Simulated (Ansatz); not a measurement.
# Ru: a line through an energy map

How does the energy of Ru (P6_3/mmc, No. 194; 2 atoms in the cell) vary with amplitude of mode 5 (202 cm⁻¹), at amplitude of mode 4 (202 cm⁻¹) = 0.000 Å?

Program: Ansatz 0.2.0. Level of theory: DFT PBEsol, scalar-relativistic, plane waves, PAW. These are calculated values, not measurements.

2 further runs of the same task are left out: 2 set aside as unsound or not needed.

## Step 1: The starting structure

It takes space group P6_3/mmc (No. 194, hexagonal). The conventional cell has a = 2.690 Å, b = 2.690 Å, c = 4.252 Å, α = 90.00°, β = 90.00°, γ = 120.00°. Around Ru (site symmetry -6m2) lie 12 Ru at 2.63 to 2.69 Å.

Coordinates:

```
CELL_PARAMETERS angstrom
2.68968 0.00000 0.00000
-1.34484 2.32934 0.00000
0.00000 0.00000 4.25238
ATOMIC_POSITIONS crystal
Ru 0.33333 0.66667 0.25000
Ru 0.66667 0.33333 0.75000
```

It is the result of an earlier relaxation at this level (volume 13.32 Å³/atom; gap on the mesh: none (metal)).

## Step 2: Plan of the line

The energy is mapped over two normal modes frozen in (zone-centre modes of the cell shown).

The axes are (1) amplitude of mode 4 (202 cm⁻¹), largest displacement: 7 values from −0.140 Å; (2) amplitude of mode 5 (202 cm⁻¹), largest displacement: 7 values from −0.140 Å.

Nothing else is relaxed (the cell and all other modes fixed). Energies count from the relaxed high-symmetry cell. Points are written as (first, second).

The modes come from a phonon run on the reference cell, made beforehand.

The patterns, per unit of each coordinate (Å):

```tsv
atom	x1	y1	z1	x2	y2	z2
Ru1	1.000	0.000	0.000	0.000	1.000	0.000
Ru2	-1.000	0.000	0.000	0.000	-1.000	0.000
```

## Step 3: Grid point (0.000 Å, −0.140 Å)

input.yaml reads:

```yaml
crystal:
  lattice:
    - [2.6896847532, 0.0, 0.0]
    - [-1.3448423766, 2.3293353245, 0.0]
    - [0.0, 0.0, 4.2523798378]
  atoms:
    - { symbol: Ru, position: [0.3032818421, 0.6065636843, 0.25] }
    - { symbol: Ru, position: [0.6967181579, 0.3934363157, 0.75] }
basis:
  ecutwfc: 420
kpoints:
  mp_grid: { grid: [18, 18, 10] }
hamiltonian:
  xc: pbesol
  pseudopotentials: { kind: paw, azcp: { folder: soft_1 } }
scf:
  occupations: { method: gaussian, width: 0.15 }
output:
  forces: true
  stress: true
  eigenvalues: true
```

The run is started by

```sh
$ ansatz run input.yaml --threads 1 --pin off --max-ram 2048MiB --backend cpu --events-out ev --progress --plain --runs-dir out
```

Log, shortened:

```text
Warning: <dir> the record states the generating functional pbe (its physics header spells it `PBE`), which answers neither for hamiltonian.xc's functional nor for the pbesol family's — results may be inconsistent (PPs are generated against a specific XC)
Warning: RAYON_NUM_THREADS=1 ignored (pool sized by the plan → 1); use --threads N
[...]
Pseudopotentials: kind: paw
Pseudopotential: Ru, paw, valence charge 16, recommended cutoff 420 eV (normal), <dir>
Functional definition: PBEsol
[...]
Crystal: 2 atoms, lattice volume = 26.642 Å³
Basis set: ecut = 420 eV, 537 PW (Γ), exchange–correlation on 36×36×60 points (8 copies of the dense FFT grid, shifted against one another)
Bands: 20, of which v1, the nominal top of the filled ones, is band 16 counted from 1 (15 counted from 0)
Symmetry: 8 space group operations
Space group: Cmcm (ITA 63), of the structure as read, at distance tolerance 3.0e-5 Å
k-points: 546 of 3240
[...]
SCF iter   1: F=—  HF=-11634.199902 eV  |F-HF|=—  |Δ(HF+E_count)|=         —  Δρ=1.28e-1  dr2=4.16e0  ethr=3.10e-3  ⟨swp⟩=4.9  Hψ=42256  notcnv=0
[...]
SCF iter   6: F=-11632.799472 eV  HF=-11632.799472 eV  |F-HF|=2.60e-8  |Δ(HF+E_count)|=   1.63e-6  Δρ=2.10e-5  dr2=4.35e-8  ethr=3.13e-10  ⟨swp⟩=3.8  Hψ=49995  notcnv=0
[...]
SCF converged after 6 iterations
Free energy (F): -11632.799472 eV
[...]
E sigma→0 (E₀):  -11632.788819 eV
Entropy (-TS):   -0.021305 eV (-10.652 meV/atom)
Fermi energy:    23.806112 eV
[...]
--- Forces (eV/Å), atoms counted from 1 ---
  atom   1  Ru     0.00000000     2.16284407     0.00000000
  atom   2  Ru     0.00000000    -2.16284407     0.00000000
[...]
--- Stress (GPa, compression-positive) ---
        6.872820       0.000000       0.000000
        0.000000      -4.666352       0.000000
        0.000000       0.000000       8.956118
  P = ⅓ Tr σ = 3.7209 GPa (37.209 kbar)
--- Band table (eV; the first three rows and the last of 546) ---
  k-point 0: bands = ["-49.3573", "-49.1181", "-19.9456", "-18.9782", "-18.7927", "-18.7566", "-18.6756", "-18.6403", "15.5647", "17.3380", "20.5453", "20.8711", "21.4148", "21.5219", "22.0570", "22.0616", "23.3587", "23.9077", "25.0017", "25.9005"]
[...]
```

Wall time 7.3 s (1 thread of Intel Xeon 6975P-C (Granite Rapids), shared host); peak memory 0.54 GiB.

Energy on the map's scale: 0.304 eV.

## Step 4: The run at (0.000 Å, −0.093 Å)

Edit input.yaml of step 3 so:

```diff
@@ -6,4 +6,4 @@
   atoms:
-    - { symbol: Ru, position: [0.3032818421, 0.6065636843, 0.25] }
-    - { symbol: Ru, position: [0.6967181579, 0.3934363157, 0.75] }
+    - { symbol: Ru, position: [0.313306161, 0.626612322, 0.25] }
+    - { symbol: Ru, position: [0.686693839, 0.373387678, 0.75] }
 basis:
```

The run is started by

```sh
$ ansatz run input.yaml --threads 1 --pin off --max-ram 2048MiB --backend cpu --events-out ev --progress --plain --runs-dir out
```

Log, shortened:

```text
Warning: <dir> the record states the generating functional pbe (its physics header spells it `PBE`), which answers neither for hamiltonian.xc's functional nor for the pbesol family's — results may be inconsistent (PPs are generated against a specific XC)
Warning: RAYON_NUM_THREADS=1 ignored (pool sized by the plan → 1); use --threads N
[...]
[... 3 set-up lines as earlier in the session ...]
[...]
Crystal: 2 atoms, lattice volume = 26.642 Å³
Basis set: ecut = 420 eV, 537 PW (Γ), exchange–correlation on 36×36×60 points (8 copies of the dense FFT grid, shifted against one another)
Bands: 20, of which v1, the nominal top of the filled ones, is band 16 counted from 1 (15 counted from 0)
[... 2 set-up lines as earlier in the session ...]
k-points: 546 of 3240
[...]
SCF iter   1: F=—  HF=-11634.401753 eV  |F-HF|=—  |Δ(HF+E_count)|=         —  Δρ=1.30e-1  dr2=4.26e0  ethr=3.10e-3  ⟨swp⟩=5.0  Hψ=42186  notcnv=0
[...]
SCF iter   6: F=-11632.968733 eV  HF=-11632.968733 eV  |F-HF|=4.35e-8  |Δ(HF+E_count)|=   1.58e-6  Δρ=2.33e-5  dr2=6.58e-8  ethr=3.13e-10  ⟨swp⟩=3.9  Hψ=51083  notcnv=0
[...]
SCF converged after 6 iterations
Free energy (F): -11632.968733 eV
[...]
E sigma→0 (E₀):  -11632.958914 eV
Entropy (-TS):   -0.019639 eV (-9.820 meV/atom)
Fermi energy:    23.762522 eV
[...]
--- Forces (eV/Å), atoms counted from 1 ---
  atom   1  Ru     0.00000000     1.44762799     0.00000000
  atom   2  Ru     0.00000000    -1.44762799     0.00000000
[...]
--- Stress (GPa, compression-positive) ---
        4.350162       0.000000       0.000000
        0.000000      -3.070479       0.000000
        0.000000       0.000000       3.951098
  P = ⅓ Tr σ = 1.7436 GPa (17.436 kbar)
--- Band table (eV; the first three rows and the last of 546) ---
  k-point 0: bands = ["-49.3695", "-49.1376", "-19.9335", "-18.9696", "-18.8403", "-18.7543", "-18.7040", "-18.6659", "15.5599", "17.3375", "20.8348", "20.9192", "21.2551", "21.7483", "21.9010", "21.9562", "22.9749", "24.2524", "24.9963", "25.6024"]
[...]
```

Run time: 7.2 s. Hardware: 1 thread of Intel Xeon 6975P-C (Granite Rapids), shared host; peak memory 0.55 GiB.

On the map this point reads 0.135 eV.

## Step 5: The run at (0.000 Å, −0.047 Å)

Edit input.yaml of step 4 so:

```diff
@@ -6,4 +6,4 @@
   atoms:
-    - { symbol: Ru, position: [0.313306161, 0.626612322, 0.25] }
-    - { symbol: Ru, position: [0.686693839, 0.373387678, 0.75] }
+    - { symbol: Ru, position: [0.3233090145, 0.646618029, 0.25] }
+    - { symbol: Ru, position: [0.6766909855, 0.353381971, 0.75] }
 basis:
```

The run is started by

```sh
$ ansatz run input.yaml --threads 1 --pin off --max-ram 2048MiB --backend cpu --events-out ev --progress --plain --runs-dir out
```

Log, shortened:

```text
[...]
SCF converged after 6 iterations
Free energy (F): -11633.069835 eV
[...]
E sigma→0 (E₀):  -11633.060239 eV
Entropy (-TS):   -0.019191 eV (-9.596 meV/atom)
Fermi energy:    23.730146 eV
[...]
--- Forces (eV/Å), atoms counted from 1 ---
  atom   1  Ru     0.00000000     0.72420257     0.00000000
  atom   2  Ru     0.00000000    -0.72420257     0.00000000
[...]
--- Stress (GPa, compression-positive) ---
        2.059291       0.000000       0.000000
        0.000000      -1.548843       0.000000
        0.000000       0.000000       0.917485
  P = ⅓ Tr σ = 0.4760 GPa (4.760 kbar)
--- Band table (eV; the first three rows and the last of 546) ---
  k-point 0: bands = ["-49.3749", "-49.1483", "-19.9232", "-18.9485", "-18.8819", "-18.7462", "-18.7231", "-18.6826", "15.5565", "17.3358", "20.9767", "21.1050", "21.1283", "21.7657", "21.8527", "22.0055", "22.6131", "24.6111", "24.9917", "25.2873"]
[...]
```

It took 6.9 s on 1 thread of Intel Xeon 6975P-C (Granite Rapids), shared host; peak memory 0.54 GiB.

That is 0.034 eV from the zero.

## Step 6: Grid point (0.000 Å, 0.047 Å)

Edit input.yaml of step 5 so:

```diff
@@ -6,4 +6,4 @@
   atoms:
-    - { symbol: Ru, position: [0.3233090145, 0.646618029, 0.25] }
-    - { symbol: Ru, position: [0.6766909855, 0.353381971, 0.75] }
+    - { symbol: Ru, position: [0.3433576522, 0.6867153044, 0.25] }
+    - { symbol: Ru, position: [0.6566423478, 0.3132846956, 0.75] }
 basis:
```

The run is started by

```sh
$ ansatz run input.yaml --threads 1 --pin off --max-ram 2048MiB --backend cpu --events-out ev --progress --plain --runs-dir out
```

Log, shortened:

```text
Warning: <dir> the record states the generating functional pbe (its physics header spells it `PBE`), which answers neither for hamiltonian.xc's functional nor for the pbesol family's — results may be inconsistent (PPs are generated against a specific XC)
Warning: RAYON_NUM_THREADS=1 ignored (pool sized by the plan → 1); use --threads N
[...]
[... 3 set-up lines as earlier in the session ...]
[...]
Crystal: 2 atoms, lattice volume = 26.642 Å³
Basis set: ecut = 420 eV, 537 PW (Γ), exchange–correlation on 36×36×60 points (8 copies of the dense FFT grid, shifted against one another)
Bands: 20, of which v1, the nominal top of the filled ones, is band 16 counted from 1 (15 counted from 0)
[... 2 set-up lines as earlier in the session ...]
k-points: 546 of 3240
[...]
SCF iter   1: F=—  HF=-11634.525138 eV  |F-HF|=—  |Δ(HF+E_count)|=         —  Δρ=1.31e-1  dr2=4.33e0  ethr=3.10e-3  ⟨swp⟩=5.0  Hψ=42163  notcnv=0
[...]
SCF iter   6: F=-11633.071125 eV  HF=-11633.071125 eV  |F-HF|=5.49e-8  |Δ(HF+E_count)|=   1.45e-6  Δρ=2.34e-5  dr2=7.64e-8  ethr=3.13e-10  ⟨swp⟩=4.0  Hψ=50748  notcnv=0
[...]
SCF converged after 6 iterations
Free energy (F): -11633.071125 eV
[...]
E sigma→0 (E₀):  -11633.061674 eV
Entropy (-TS):   -0.018902 eV (-9.451 meV/atom)
Fermi energy:    23.731285 eV
[...]
--- Forces (eV/Å), atoms counted from 1 ---
  atom   1  Ru     0.00000000    -0.68517483     0.00000000
  atom   2  Ru     0.00000000     0.68517483     0.00000000
[...]
--- Stress (GPa, compression-positive) ---
       -1.402751       0.000000       0.000000
        0.000000       1.958512       0.000000
        0.000000       0.000000       0.920731
  P = ⅓ Tr σ = 0.4922 GPa (4.922 kbar)
--- Band table (eV; the first three rows and the last of 546) ---
  k-point 0: bands = ["-49.3747", "-49.1476", "-19.9247", "-18.9470", "-18.8815", "-18.7441", "-18.7241", "-18.6822", "15.5567", "17.3384", "20.9958", "21.1110", "21.1353", "21.6550", "21.9281", "22.0248", "22.5974", "24.6229", "24.9916", "25.2662"]
[...]
```

Run time: 7.2 s. Hardware: 1 thread of Intel Xeon 6975P-C (Granite Rapids), shared host; peak memory 0.55 GiB.

That is 0.032 eV from the zero.

## Step 7: Point (0.000 Å, 0.093 Å)

Edit input.yaml of step 6 so:

```diff
@@ -6,4 +6,4 @@
   atoms:
-    - { symbol: Ru, position: [0.3433576522, 0.6867153044, 0.25] }
-    - { symbol: Ru, position: [0.6566423478, 0.3132846956, 0.75] }
+    - { symbol: Ru, position: [0.3533605057, 0.7067210114, 0.25] }
+    - { symbol: Ru, position: [0.6466394943, 0.2932789886, 0.75] }
 basis:
```

The run is started by

```sh
$ ansatz run input.yaml --threads 1 --pin off --max-ram 2048MiB --backend cpu --events-out ev --progress --plain --runs-dir out
```

Log, shortened:

```text
Warning: <dir> the record states the generating functional pbe (its physics header spells it `PBE`), which answers neither for hamiltonian.xc's functional nor for the pbesol family's — results may be inconsistent (PPs are generated against a specific XC)
Warning: RAYON_NUM_THREADS=1 ignored (pool sized by the plan → 1); use --threads N
[...]
[... 3 set-up lines as earlier in the session ...]
[...]
Crystal: 2 atoms, lattice volume = 26.642 Å³
Basis set: ecut = 420 eV, 537 PW (Γ), exchange–correlation on 36×36×60 points (8 copies of the dense FFT grid, shifted against one another)
Bands: 20, of which v1, the nominal top of the filled ones, is band 16 counted from 1 (15 counted from 0)
[... 2 set-up lines as earlier in the session ...]
k-points: 546 of 3240
[...]
SCF iter   1: F=—  HF=-11634.409187 eV  |F-HF|=—  |Δ(HF+E_count)|=         —  Δρ=1.30e-1  dr2=4.26e0  ethr=3.10e-3  ⟨swp⟩=4.9  Hψ=42202  notcnv=0
[...]
SCF iter   6: F=-11632.978134 eV  HF=-11632.978134 eV  |F-HF|=3.18e-8  |Δ(HF+E_count)|=   2.25e-6  Δρ=2.24e-5  dr2=5.21e-8  ethr=3.13e-10  ⟨swp⟩=4.2  Hψ=51912  notcnv=0
[...]
SCF converged after 6 iterations
Free energy (F): -11632.978134 eV
[...]
E sigma→0 (E₀):  -11632.968623 eV
Entropy (-TS):   -0.019021 eV (-9.510 meV/atom)
Fermi energy:    23.757754 eV
[...]
--- Forces (eV/Å), atoms counted from 1 ---
  atom   1  Ru     0.00000000    -1.29404174     0.00000000
  atom   2  Ru     0.00000000     1.29404174     0.00000000
[...]
--- Stress (GPa, compression-positive) ---
       -2.365143       0.000000       0.000000
        0.000000       4.118059       0.000000
        0.000000       0.000000       3.979158
  P = ⅓ Tr σ = 1.9107 GPa (19.107 kbar)
--- Band table (eV; the first three rows and the last of 546) ---
  k-point 0: bands = ["-49.3706", "-49.1358", "-19.9451", "-18.9659", "-18.8373", "-18.7463", "-18.7116", "-18.6624", "15.5615", "17.3560", "20.9406", "20.9932", "21.1874", "21.5654", "21.8289", "22.1381", "22.9216", "24.2828", "24.9971", "25.4975"]
[...]
```

Wall time 6.6 s (1 thread of Intel Xeon 6975P-C (Granite Rapids), shared host); peak memory 0.55 GiB.

On the map this point reads 0.125 eV.

## Step 8: Point (0.000 Å, 0.140 Å)

Edit input.yaml of step 7 so:

```diff
@@ -6,4 +6,4 @@
   atoms:
-    - { symbol: Ru, position: [0.3533605057, 0.7067210114, 0.25] }
-    - { symbol: Ru, position: [0.6466394943, 0.2932789886, 0.75] }
+    - { symbol: Ru, position: [0.3633848245, 0.7267696491, 0.25] }
+    - { symbol: Ru, position: [0.6366151755, 0.2732303509, 0.75] }
 basis:
```

The run is started by

```sh
$ ansatz run input.yaml --threads 1 --pin off --max-ram 2048MiB --backend cpu --events-out ev --progress --plain --runs-dir out
```

Log, shortened:

```text
[...]
SCF converged after 6 iterations
Free energy (F): -11632.831880 eV
[...]
E sigma→0 (E₀):  -11632.822427 eV
Entropy (-TS):   -0.018906 eV (-9.453 meV/atom)
Fermi energy:    23.798676 eV
[...]
--- Forces (eV/Å), atoms counted from 1 ---
  atom   1  Ru     0.00000000    -1.83192229     0.00000000
  atom   2  Ru     0.00000000     1.83192229     0.00000000
[...]
--- Stress (GPa, compression-positive) ---
       -2.834545       0.000000       0.000000
        0.000000       6.732091       0.000000
        0.000000       0.000000       8.876140
  P = ⅓ Tr σ = 4.2579 GPa (42.579 kbar)
--- Band table (eV; the first three rows and the last of 546) ---
  k-point 0: bands = ["-49.3629", "-49.1140", "-19.9838", "-18.9705", "-18.7832", "-18.7399", "-18.6963", "-18.6284", "15.5698", "17.3968", "20.7116", "21.0319", "21.2732", "21.4852", "21.7131", "22.3034", "23.2618", "23.9408", "25.0059", "25.6216"]
[...]
```

It took 9 s on 1 thread of Intel Xeon 6975P-C (Granite Rapids), shared host; peak memory 0.55 GiB.

On the map this point reads 0.272 eV.

## Step 9: Results

| amplitude of mode 5 (202 cm⁻¹), largest displacement (Å) | step | energy (eV) | slope (eV per Å) | pressure (GPa) | largest force on an atom (eV/Å) |
| --- | --- | --- | --- | --- | --- |
| −0.140 | 3 | 0.304 | −4.3 | 3.72 | 2.16 |
| −0.093 | 4 | 0.135 | −2.9 | 1.74 | 1.45 |
| −0.047 | 5 | 0.034 | −1.4 | 0.48 | 0.72 |
| 0.000 | – | 0.000 | 0.0 | 0.02 | 0.00 |
| 0.047 | 6 | 0.032 | 1.4 | 0.49 | 0.69 |
| 0.093 | 7 | 0.125 | 2.6 | 1.91 | 1.29 |
| 0.140 | 8 | 0.272 | 3.7 | 4.26 | 1.83 |

Energies count from the relaxed high-symmetry cell. Rows without a step come from runs not printed here or follow by symmetry. Slopes come from the forces (and the stress, where the cell changes), not from differences of energies.

The lowest point of the line is at 0.000 Å, 0.000 eV from the zero. Energies and slopes round the minimum, fitted together, put the minimum at 0.0000 Å, with a curvature of about 30 eV per Å². The highest point computed, at −0.140 Å, lies 0.304 eV above the lowest. This is one cut through a surface in two coordinates; it holds the lowest point sampled, which need not be a minimum.
